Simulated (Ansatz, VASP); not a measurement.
Ge in VASP and in Ansatz

```
Ge
1.0
     1.37827   -2.56537    0.00000
     1.37827    2.56537    0.00000
     0.00000    0.00000    2.66176
Ge
1
Direct
  0.50000 0.50000 0.00000
```

Change from the starting cell: volume scaled by 0.96.

Alike in both runs: task single point; functional PBEsol; k mesh 11 × 11 × 10; occupations fermi-dirac, width 0.05 eV; no spin polarisation.

|  | VASP | Ansatz |
| --- | --- | --- |
| version | VASP 6.6.1 | Ansatz 0.2.0 |
| potentials or method | VASP PAW PBE potentials, release 64 (Ge_d) | Ansatz PAW |
| plane-wave cutoff (eV) | 520 | 420 |
| valence electrons in the cell | 14 | 14 |

|  | VASP | Ansatz | Ansatz less VASP |
| --- | --- | --- | --- |
| gap on the k mesh at the Fermi level (eV) | none | none | - |
| pressure (GPa) | -1.6 | -1.5 | +0.14 |
| largest component of the traceless stress (GPa) | 1.84 | 1.87 | +0.028 |

A gap of «none» marks a metal or a gap that the smearing closes.

Caveats: the PAW data sets were made with another functional, which shifts forces and pressure a little (VASP); the PAW data sets come from PBE, with cores solved anew for the run's functional, which leaves a small shift of forces and pressure (Ansatz).
